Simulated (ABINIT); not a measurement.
# PbSe (Clausthalite) (Fm-3m) in ABINIT: settings compared, part 2 of 2

ABINIT 10.8.3 (patched build).

### 5 Band structure, BP86

The input, run.abi:

```
# Datasets: ground state, then fixed potential
ndtset 2

# Pseudopotentials
pp_dirpath "./"
pseudos "Pb.GGA_PBE-JTH.xml, Se.GGA_PBE-JTH.xml"

# Structure
acell 3*1.0
rprim
     0.0000000000     5.7837902633     5.7837902633
     5.7837902633     0.0000000000     5.7837902633
     5.7837902633     5.7837902633     0.0000000000
ntypat 2
znucl 82 34
natom 2
typat 1 2
xcart
     0.0000000000     0.0000000000     0.0000000000
     5.7837902633     5.7837902633     5.7837902633

# Plane-wave basis
ecut 17.0
pawecutdg 34.0

# Exchange and correlation
ixc -106132

# Bands and occupations
occopt 3
tsmear 0.05 eV

# SCF cycle
nstep 100

# Output
iomode 3
prtwf 0
prteig 0
prtebands 0
enunit 1
prtden1 1
prtvha1 1
prtvclmb1 1
prtpot1 1

# Dataset 1
kptopt1 1
ngkpt1 8 8 8
nshiftk1 1
shiftk1 0.0 0.0 0.0
nband1 14
tolvrs1 1.0e-9

# Dataset 2: bands along G-X-W-K-G-L-U-W-L-K
iscf2 -2
getden2 1
nband2 18
nbdbuf2 2
tolwfr2 1.0e-12
kptopt2 -9
ndivsm2 5
prteig2 1
kptbounds2
     0.0000000000     0.0000000000     0.0000000000
     0.5000000000     0.0000000000     0.5000000000
     0.5000000000     0.2500000000     0.7500000000
     0.3750000000     0.3750000000     0.7500000000
     0.0000000000     0.0000000000     0.0000000000
     0.5000000000     0.5000000000     0.5000000000
     0.6250000000     0.2500000000     0.6250000000
     0.5000000000     0.2500000000     0.7500000000
     0.5000000000     0.5000000000     0.5000000000
     0.3750000000     0.3750000000     0.7500000000
```

Potentials or basis: JTH PAW PBE v2.0.

Run with:

```sh
> abinit run.abi > log 2>&1
```

run.abo:

```text
.Version 10.8.3 of ABINIT
 DATASET    1 : space group Fm -3 m (#225); Bravais cF (face-center cubic)
================================================================================
 Values of the parameters that define the memory need for DATASET  1.
     intxc =       0    ionmov =       0      iscf =      17    lmnmax =      18
     lnmax =       6     mgfft =      32  mpssoang =       3    mqgrid =    3001
     natom =       2  nloc_mem =       2    nspden =       1   nspinor =       1
    nsppol =       1      nsym =      48    n1xccc =       1    ntypat =       2
    occopt =       3   xclevel =       2
       mpw =        1314          nfft =       32768          nkpt =          29
 PAW method is used; the additional fine FFT grid is defined by:
   mgfftf=        45    nfftf =     91125
================================================================================
================================================================================

 DATASET    2 : space group Fm -3 m (#225); Bravais cF (face-center cubic)
[... 1317 lines left out ...]
   1.09121    1.40860    7.19461    7.77774    9.23128    9.71325   14.04823   14.17508
  16.22755   17.18614

== END DATASET(S) ==============================================================
================================================================================

 -outvars: echo values of variables after computation  --------
            acell      1.0000000000E+00  1.0000000000E+00  1.0000000000E+00 Bohr
           etotal1    -7.0905939708E+01
            fcart1    -0.0000000000E+00 -0.0000000000E+00 -0.0000000000E+00
                      -0.0000000000E+00 -0.0000000000E+00 -0.0000000000E+00
            rprim      0.0000000000E+00  5.7837902633E+00  5.7837902633E+00
                       5.7837902633E+00  0.0000000000E+00  5.7837902633E+00
                       5.7837902633E+00  5.7837902633E+00  0.0000000000E+00
           strten1    -5.7072594288E-05 -5.7072594288E-05 -5.7072594288E-05
                       0.0000000000E+00  0.0000000000E+00  0.0000000000E+00
           xangst      0.0000000000E+00  0.0000000000E+00  0.0000000000E+00
                       3.0606499979E+00  3.0606499979E+00  3.0606499979E+00
             xred      0.0000000000E+00  0.0000000000E+00  0.0000000000E+00
                       5.0000000000E-01  5.0000000000E-01  5.0000000000E-01
 Calculation completed.
```

It took 63 s on 1 thread of Arm Neoverse V2, shared host; peak memory 0.13 GiB.

What came out:

| Quantity | Value |
| --- | --- |
| Free energy | -1929.4489 eV |
| Band gap on the k mesh | 0.32 eV, direct |
| Valence electrons inside the program's atomic spheres | Pb 11.32; Se 3.92 |

Levels at the corners of the path, in eV from the valence-band top:
| point | band 6 | band 7 | band 8 | band 9 | band 10 | band 11 | band 12 | band 13 | band 14 | band 15 |
| --- | --- | --- | --- | --- | --- | --- | --- | --- | --- | --- |
| Γ | -13.59 | -6.38 | -1.86 | -1.86 | -1.86 | 4.68 | 4.68 | 4.68 | 6.64 | 6.64 |
| X | -12.16 | -7.46 | -4.94 | -3.21 | -3.21 | 3.83 | 5.57 | 5.57 | 6.04 | 11.48 |
| W | -12.13 | -8.08 | -4.19 | -4.19 | -0.78 | 1.87 | 4.99 | 4.99 | 7.79 | 7.79 |
| K | -12.17 | -8.10 | -4.53 | -2.70 | -2.38 | 3.41 | 3.99 | 5.44 | 5.93 | 10.26 |
| Γ | -13.59 | -6.38 | -1.86 | -1.86 | -1.86 | 4.68 | 4.68 | 4.68 | 6.64 | 6.64 |
| L | -12.53 | -8.84 | -1.43 | -1.43 | 0.00 | 0.32 | 1.68 | 1.68 | 8.70 | 10.27 |
| U | -12.17 | -8.10 | -4.53 | -2.70 | -2.38 | 3.41 | 3.99 | 5.44 | 5.93 | 10.26 |
| W | -12.13 | -8.08 | -4.19 | -4.19 | -0.78 | 1.87 | 4.99 | 4.99 | 7.79 | 7.79 |
| L | -12.53 | -8.84 | -1.43 | -1.43 | 0.00 | 0.32 | 1.68 | 1.68 | 8.70 | 10.27 |
| K | -12.17 | -8.10 | -4.53 | -2.70 | -2.38 | 3.41 | 3.99 | 5.44 | 5.93 | 10.26 |

Caveat: the cutoff is too short for stress, so the log's stress isn't used; the PAW data sets were made with another functional, which shifts forces and pressure a little; spin-orbit coupling is left out, which as a rule narrows the gap of such compounds by several tenths of an eV.

### 6 Band structure, LDA, spin-orbit coupling, no magnetisation

The input, run.abi:

```
# Datasets: ground state, then fixed potential
ndtset 2

# Pseudopotentials
pp_dirpath "./"
pseudos "Pb.LDA_PW-JTH_sp.xml, Se.LDA_PW-JTH.xml"

# Structure
acell 4.3284127397 4.3284127397 4.3284127397 Angstrom
rprim
     0.0000000000     0.7071067812     0.7071067812
     0.7071067812     0.0000000000     0.7071067812
     0.7071067812     0.7071067812     0.0000000000
ntypat 2
znucl 82 34
natom 2
typat 1 2
xred
     0.0000000000     0.0000000000     0.0000000000
     0.5000000000     0.5000000000     0.5000000000

# Plane-wave basis
ecut 15.0
pawecutdg 30.0

# Exchange and correlation
ixc 7

# Bands and occupations
occopt 3
tsmear 0.05 eV

# Spin
nspinor 2
nspden 1
pawspnorb 1

# SCF cycle
nstep 100

# Output
iomode 3
prtwf 0
prteig 0
prtebands 0
enunit 2
prtden1 1

# Dataset 1
kptopt1 4
ngkpt1 8 8 8
nshiftk1 1
shiftk1 0.0 0.0 0.0
nband1 18
tolvrs1 1.0e-9

# Dataset 2: bands along G-X-W-K-G-L-U-W-L-K
iscf2 -2
getden2 1
nband2 26
nbdbuf2 2
tolwfr2 1.0e-12
kptopt2 -9
ndivsm2 6
prteig2 1
prtvol2 -3
kptbounds2
     0.0000000000     0.0000000000     0.0000000000
     0.5000000000     0.0000000000     0.5000000000
     0.5000000000     0.2500000000     0.7500000000
     0.3750000000     0.3750000000     0.7500000000
     0.0000000000     0.0000000000     0.0000000000
     0.5000000000     0.5000000000     0.5000000000
     0.6250000000     0.2500000000     0.6250000000
     0.5000000000     0.2500000000     0.7500000000
     0.5000000000     0.5000000000     0.5000000000
     0.3750000000     0.3750000000     0.7500000000
```

Potentials or basis: JTH PAW LDA v2.0 sp.

Run with:

```sh
> abinit run.abi > log 2>&1
```

It took 2.3 min on 1 thread of Arm Neoverse V2, shared host; peak memory 0.17 GiB.

The run converged. Its results:

| Item | Value |
| --- | --- |
| Free energy | -367.3457 eV |
| Pressure | -2.4 GPa |
| Band gap on the k mesh | 0.22 eV, direct |
| Band gap along the path | 0.22 eV, direct |
| Valence electrons inside the program's atomic spheres | Pb 2.58; Se 3.89 |

Levels at the corners of the path, in eV from the valence-band top:
```tsv
point	band 7	band 8	band 9	band 10	band 11	band 12	band 13	band 14
Γ	-1.41	-1.41	-1.41	-1.41	3.31	3.31	5.59	5.59
X	-3.26	-3.26	-2.79	-2.79	3.82	3.82	4.79	4.79
W	-3.96	-3.96	-0.57	-0.57	1.84	1.84	5.08	5.08
K	-2.65	-2.65	-2.12	-2.12	3.20	3.20	4.30	4.30
Γ	-1.41	-1.41	-1.41	-1.41	3.31	3.31	5.59	5.59
L	-1.14	-1.14	0.00	0.00	0.22	0.22	1.54	1.54
U	-2.65	-2.65	-2.12	-2.12	3.20	3.20	4.30	4.30
W	-3.96	-3.96	-0.57	-0.57	1.84	1.84	5.08	5.08
L	-1.14	-1.14	0.00	0.00	0.22	0.22	1.54	1.54
K	-2.65	-2.65	-2.12	-2.12	3.20	3.20	4.30	4.30
```

Caveat: this set keeps more shells in the core, which shifts pressures and gaps.

### 7 The runs side by side

| task | level | potentials or basis | spin | cutoff (eV) | fine-grid cutoff | gap on the mesh (eV) | V0 of scaled cells (Å³/atom) | B0 (GPa) |
| --- | --- | --- | --- | --- | --- | --- | --- | --- |
| equation of state | SOGGA | JTH PAW PBE v2.0 sp | off | 408 | 816.342 eV | - | 28.05 | 56 |
| equation of state | rPW86PBE | JTH PAW PBE v2.0 sp | off | 408 | 816.342 eV | - | - | - |
| equation of state | PBEsol | JTH PAW PBE v2.0 sp | off | 408 | 816.342 eV | - | 28.48 | 55 |
| band structure | BP86 | JTH PAW PBE v2.0 | off | 463 | 925.187 eV | 0.32 | - | - |
| band structure | LDA | JTH PAW LDA v2.0 sp | SOC, no magnetisation | 408 | 816.342 eV | 0.22 | - | - |

Alike in all rows: cell as given; k mesh 8 × 8 × 8; smearing fermi-dirac 0.05 eV.

Caveats: the PAW data sets were made with another functional, which shifts forces and pressure a little (some runs); this set keeps more shells in the core, which shifts pressures and gaps (some runs); pressures at fixed basis lie under the slope of the energies (some runs); the minimum lies outside the volumes run (some runs); spin-orbit coupling is left out, which as a rule narrows the gap of such compounds by several tenths of an eV (some runs).

Absolute energies hang on the potentials; compare differences alone.

### 8 Against experiment

Step 2. The cell as given is a measured one (28.67 Å³/atom); SOGGA puts the equilibrium volume -2.2 % from it, thermal expansion not counted.

Step 4. The cell as given is a measured one (28.67 Å³/atom); PBEsol puts the equilibrium volume -0.7 % from it, thermal expansion not counted.

Step 5. Against the measured gap of PbSe, 0.28 eV (direct; 300 K; a printed reference work, monograph), the calculated 0.32 eV is off by +0.04 eV. 2 values of this kind are on record (0.15 to 0.28 eV); this one was drawn at random. Spin-orbit coupling on Pb, Se is left out. The value is that of BP86 on a finite k mesh, which can miss the band edges, without temperature or zero-point motion.

Step 6. Measured gap of PbSe: 0.15 eV (direct; 4.2 K; a printed reference work, monograph). This calculation gives 0.22 eV (+0.07 eV). 2 values of this kind are on record (0.15 to 0.28 eV); this one was drawn at random. The value is that of LDA, without temperature or zero-point motion.
